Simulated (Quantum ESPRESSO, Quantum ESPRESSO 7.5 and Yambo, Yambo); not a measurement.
## Quasiparticle gap of CdS (Hawleyite) in Yambo

Aim: the G0W0 gap of CdS (Hawleyite) on PBE, step by step.

Main program and level: Quantum ESPRESSO 7.5 and Yambo 5.3.0; PBE and many-body steps on it, plane waves.

**What was measured.**

- Gap 2.42 eV: optical gap from inflexion point of photoacoustic spectrum, as-grown film; photoacoustic spectroscopy; film (as-grown chemical bath deposited film, about 0.25 um thick, deposited at 80 C) (“Study of the band--gap shift in CdS films: Influence of thermal annealing in different atmospheres”, 1995, arxiv:cond-mat/9501125).

Most raw output is cut from this account.

### Step 1. The structure

It takes space group F-43m (No. 216, cubic). The conventional cell has a = 5.833 Å, b = 5.833 Å, c = 5.833 Å, α = 90.00°, β = 90.00°, γ = 90.00°. Cd has 4 S at 2.53 Å nearest. Nearest to S lie 4 Cd at 2.53 Å. Farther neighbours and most contacts between anions are not listed.

The cell and positions come from the Crystallography Open Database and are kept as given unless a step says otherwise.

### Step 2. Ground state

This step: Quantum ESPRESSO 7.5; DFT, PBE, plane waves, norm-conserving pseudopotentials.

The ground-state density comes first.

pw.in reads:

```
&control
  calculation = 'scf'
  prefix = 'x'
  outdir = 'o'
  pseudo_dir = 'pseudo'
/
&system
  ibrav = 0
  nat = 2
  ntyp = 2
  ecutwfc = 94.0
  nbnd = 18
  force_symmorphic = .true.
/
&electrons
  conv_thr = 1e-10
  electron_maxstep = 80
  mixing_beta = 0.5
/
ATOMIC_SPECIES
  Cd 112.41 Cd.upf
  S 32.06 S.upf
CELL_PARAMETERS angstrom
  -0.0000000000 2.9165000000 2.9165000000
  2.9165000000 -0.0000000000 2.9165000000
  2.9165000000 2.9165000000 -0.0000000000
ATOMIC_POSITIONS crystal
  Cd 0.0000000000 0.0000000000 0.0000000000
  S 0.2500000000 0.2500000000 0.2500000000
K_POINTS automatic
  6 6 6 0 0 0
```

Launch:

```sh
OMP_NUM_THREADS=1 mpirun -n 4 pw.x -nk 4 -in pw.in > pw.out
```

Elapsed: 9 s, on 4 MPI ranks of Arm Neoverse V1, shared host; peak memory 0.29 GiB; 36 s of CPU time.

Numbers from this step:

```
total energy               : -5072.6642 eV
gap                        : 1.145 eV
k of the valence top       : 0, 0, 0
k of the conduction bottom : 0, 0, 0
least direct gap           : 1.145 eV
```

The gap is direct, at Γ.

### Step 3. Bands along the symmetry lines

Levels along a band path, at the cheap level, show where the edges lie and whether the meshes to come will hold them.

pw.in reads:

```
&control
  calculation = 'bands'
  prefix = 'x'
  outdir = 'o'
  pseudo_dir = 'pseudo'
/
&system
  ibrav = 0
  nat = 2
  ntyp = 2
  ecutwfc = 94.0
  nbnd = 19
  force_symmorphic = .true.
/
&electrons
  conv_thr = 1e-9
  electron_maxstep = 80
  diago_full_acc = .true.
  diago_thr_init = 5e-6
/
ATOMIC_SPECIES
  Cd 112.41 Cd.upf
  S 32.06 S.upf
CELL_PARAMETERS angstrom
  -0.0000000000 2.9165000000 2.9165000000
  2.9165000000 -0.0000000000 2.9165000000
  2.9165000000 2.9165000000 -0.0000000000
ATOMIC_POSITIONS crystal
  Cd 0.0000000000 0.0000000000 0.0000000000
  S 0.2500000000 0.2500000000 0.2500000000
K_POINTS crystal
  50
  0.00000000 0.00000000 0.00000000 1
  -0.06250000 -0.06250000 0.00000000 1
  -0.12500000 -0.12500000 0.00000000 1
  -0.18750000 -0.18750000 0.00000000 1
  -0.25000000 -0.25000000 0.00000000 1
  -0.31250000 -0.31250000 0.00000000 1
  -0.37500000 -0.37500000 0.00000000 1
  -0.43750000 -0.43750000 0.00000000 1
  -0.50000000 -0.50000000 0.00000000 1
  -0.48437500 -0.48437500 0.03125000 1
  -0.46875000 -0.46875000 0.06250000 1
  -0.45312500 -0.45312500 0.09375000 1
  -0.43750000 -0.43750000 0.12500000 1
  -0.42187500 -0.42187500 0.15625000 1
  -0.40625000 -0.40625000 0.18750000 1
  -0.39062500 -0.39062500 0.21875000 1
  -0.37500000 -0.37500000 0.25000000 1
  -0.37500000 0.00000000 0.37500000 1
  -0.32812500 0.00000000 0.32812500 1
  -0.28125000 0.00000000 0.28125000 1
  -0.23437500 0.00000000 0.23437500 1
  -0.18750000 0.00000000 0.18750000 1
  -0.14062500 0.00000000 0.14062500 1
  -0.09375000 0.00000000 0.09375000 1
  -0.04687500 0.00000000 0.04687500 1
  0.00000000 0.00000000 0.00000000 1
  0.00000000 0.00000000 0.06250000 1
  0.00000000 0.00000000 0.12500000 1
  0.00000000 0.00000000 0.18750000 1
  0.00000000 0.00000000 0.25000000 1
  0.00000000 0.00000000 0.31250000 1
  0.00000000 0.00000000 0.37500000 1
  0.00000000 0.00000000 0.43750000 1
  0.00000000 0.00000000 0.50000000 1
  -0.06250000 -0.03125000 0.46875000 1
  -0.12500000 -0.06250000 0.43750000 1
  -0.18750000 -0.09375000 0.40625000 1
  -0.25000000 -0.12500000 0.37500000 1
  -0.31250000 -0.15625000 0.34375000 1
  -0.37500000 -0.18750000 0.31250000 1
  -0.43750000 -0.21875000 0.28125000 1
  -0.50000000 -0.25000000 0.25000000 1
  -0.50000000 -0.28125000 0.21875000 1
  -0.50000000 -0.31250000 0.18750000 1
  -0.50000000 -0.34375000 0.15625000 1
  -0.50000000 -0.37500000 0.12500000 1
  -0.50000000 -0.40625000 0.09375000 1
  -0.50000000 -0.43750000 0.06250000 1
  -0.50000000 -0.46875000 0.03125000 1
  -0.50000000 -0.50000000 0.00000000 1
```

Elapsed: 7.8 s, on 4 MPI ranks; peak memory 0.25 GiB.

This step gave:

| Property | Result |
| --- | --- |
| gap | 1.145 eV |
| k of the valence top | 0, 0, 0 |
| k of the conduction bottom | 0, 0, 0 |
| least direct gap | 1.145 eV |

The gap is 1.145 eV, as in the run before at this level.

Electronic bands along the path, in eV, zero at the top of the highest filled band:

```csv
point,band 10,band 11,band 12,band 13,band 14,band 15,band 16,band 17
Γ,-7.24,0.00,0.00,0.00,1.14,6.53,6.53,6.53
halfway,-7.20,-2.31,-1.02,-1.02,3.59,4.82,8.12,8.12
X,-6.80,-3.95,-1.88,-1.88,3.56,4.35,9.20,10.77
halfway,-6.74,-3.94,-2.15,-1.78,3.85,4.66,8.94,10.01
U,-6.67,-3.93,-2.53,-1.52,4.24,5.45,8.48,9.01
jump to K,-6.67,-3.93,-2.53,-1.52,4.24,5.45,8.48,9.01
halfway,-7.19,-2.75,-1.36,-0.42,3.61,6.10,6.75,7.27
Γ,-7.24,0.00,0.00,0.00,1.14,6.53,6.53,6.53
halfway,-7.24,-2.49,-0.40,-0.40,2.78,6.28,7.03,7.03
L,-6.86,-4.39,-0.75,-0.75,3.01,7.00,7.00,7.46
halfway,-6.75,-4.11,-1.93,-1.22,4.38,5.81,7.21,8.35
W,-6.61,-3.89,-2.26,-2.18,5.42,5.43,7.23,8.04
halfway,-6.70,-3.92,-2.08,-2.03,4.26,4.83,8.67,8.94
X,-6.80,-3.95,-1.88,-1.88,3.56,4.35,9.20,10.77
```

### Step 4. Empty states on the mesh, 4×4×4 mesh, 142 bands

The sums over transitions need many empty states on a uniform mesh; this step solves for them.

pw.in reads:

```
&control
  calculation = 'nscf'
  prefix = 'x'
  outdir = 'o'
  pseudo_dir = 'pseudo'
/
&system
  ibrav = 0
  nat = 2
  ntyp = 2
  ecutwfc = 94.0
  nbnd = 142
  force_symmorphic = .true.
/
&electrons
  conv_thr = 1e-9
  electron_maxstep = 80
  diago_full_acc = .true.
  diago_thr_init = 5e-6
/
ATOMIC_SPECIES
  Cd 112.41 Cd.upf
  S 32.06 S.upf
CELL_PARAMETERS angstrom
  -0.0000000000 2.9165000000 2.9165000000
  2.9165000000 -0.0000000000 2.9165000000
  2.9165000000 2.9165000000 -0.0000000000
ATOMIC_POSITIONS crystal
  Cd 0.0000000000 0.0000000000 0.0000000000
  S 0.2500000000 0.2500000000 0.2500000000
K_POINTS automatic
  4 4 4 0 0 0
```

Elapsed: 15 s, on 4 MPI ranks; peak memory 0.46 GiB; 62 s of CPU time.

This step gave:

```yaml
gap: 1.145 eV
k_of_the_valence_top: 0, 0, 0
k_of_the_conduction_bottom: 0, 0, 0
least_direct_gap: 1.145 eV
k_points_computed: 8
lowest_point_of_the_top_converged_band_above_the_valence_top: 98.3047 eV
```

On this mesh the gap is 1.145 eV.

### Step 5. Conversion and set-up

This step: Yambo 5.3.0; conversion and set-up on PBE, plane waves, norm-conserving pseudopotentials.

The states are converted to the many-body program's format and the q mesh is built.

Launch:

```sh
(cd o/x.save; p2y > p2y.log; mv SAVE ../..); yambo > setup.log
```

The job ended after 2.9 s (1 MPI rank; peak memory 0.25 GiB).

### Step 6. Screening and self-energy, 4×4×4 mesh, 142 bands, screening to 142.9 eV

Now the one-shot GW correction: screening in the RPA, then the self-energy of the levels asked for.

This step: G0W0 on PBE, plane waves, norm-conserving pseudopotentials.

gw1.in reads:

```
HF_and_locXC
gw0
dyson
ppa
em1d
rim_cut
RandQpts= 1000000
RandGvec= 1 RL
EXXRLvcs= 94 Ry
VXCRLvcs= 376 Ry
Chimod= "HARTREE"
% BndsRnXp
 1 | 142 |
%
NGsBlkXp= 10.5 Ry
% LongDrXp
 1 | 1 | 1 |
%
% GbndRnge
 1 | 142 |
%
DysSolver= "n"
ExtendOut
PPAPntXp= 27.21138 eV
% QPkrange
 1 | 1 | 12 | 15 |
%
```

Launch:

```sh
OMP_NUM_THREADS=1 mpirun -n 4 yambo -F gw1.in -J gw1 -C gw1 > gw1.log
```

Elapsed: 72 s, on 4 MPI ranks; peak memory 1.8 GiB.

This step gave:

```yaml
g0w0_gap_on_the_points_computed: 2.136 eV
starting_gap_on_the_mesh: 1.145 eV
k_of_the_valence_top: 0, 0, 0
k_of_the_conduction_bottom: 0, 0, 0
least_direct_g0w0_gap_on_the_computed_points: 2.136 eV
z_at_the_valence_top: 0.7869
z_at_the_conduction_bottom: 0.8161
```

The gap on the mesh goes from 1.14 eV to 2.14 eV, a correction of +0.99 eV.

Limits: finite bands, cutoff and mesh; no spin-orbit coupling; coarse k mesh. v1 is the top filled band, c1 the lowest empty one. The levels before and after the correction (eV, zero at the valence-band top of each column):

|  | conduction bottom | valence top |
| --- | --- | --- |
| Kohn-Sham | 1.14 | 0.00 |
| G0W0 | 2.14 | 0.00 |

```csv
,level,energy (eV)
Kohn-Sham,Γ v2-v1,0.000
Kohn-Sham,Γ c1,1.145
Kohn-Sham,Γ c2,6.531
G0W0,Γ v2-v1,0.000
G0W0,Γ c1,2.136
G0W0,Γ c2,7.748
```

### Step 7. Where the time went

Times are wall times on the hardware named with each run, good to a factor of about two.

```
                          step   time  share  memory (GiB)
                  ground state    9 s    8 %          0.29
bands along the symmetry lines  7.8 s    7 %          0.25
      empty states on the mesh   15 s   14 %          0.46
         conversion and set-up  2.9 s    3 %          0.25
     screening and self-energy   72 s   67 %           1.8
```

### Step 8. What came out

```json
{
 "PBE gap": "1.14 eV, direct",
 "G0W0 gap on the mesh": "2.14 eV",
 "GW settings": "4×4×4 mesh, 142 bands, screening to 142.9 eV, Godby-Needs plasmon pole",
 "known limits": "not at the basis limit; no spin-orbit coupling; coarse k mesh"
}
```

**Reading.** G0W0 moves the gap on the mesh from 1.14 eV to 2.14 eV (+0.99 eV), with Z of 0.79 and 0.82 at the edges. Only 1 of the mesh's irreducible points was corrected, so a valley elsewhere could overtake. The dearest step here is «screening and self-energy». Against experiment, by G0W0@PBE: the gap of 2.14 eV lies −0.28 eV from the measured 2.42 eV (optical, 1995). An exciton line or allowed optical edge lies below the quasiparticle gap by the binding energy; a forbidden edge can push the onset above it. The calculation has static nuclei and no excitons; a measured gap holds zero-point and thermal motion, which mostly lowers it. Bands and cutoff are finite, so the gap is not at the basis limit. The miss can reach some tenths of an eV and take either sign; the mesh is an error of its own. In the G0W0 run levels were corrected at 1 k point alone, so a gap called «on the mesh» is the least over those, and an edge elsewhere would be missed. The 4×4×4 mesh is coarse for this cell, which bears on the long-range parts of exchange and screening. The many-body steps are scalar-relativistic: spin-orbit coupling is not in them.

[Paths, hosts, dates, memory and timing lines, banners, echoed tables and standing remarks are left out of the program output.]

[Logs are printed without paths, hosts, clocks, repeated set-up lines and the standing remarks that a program may print on its own settings, such as how far it seeks lower states.]

[Runs of the session that timed out or met a known fault of the program may be left out.]

[Hosts, paths, dates, database ids (printed as entryN), source tags and the programs' standing remarks are cut or masked in the printed files.]
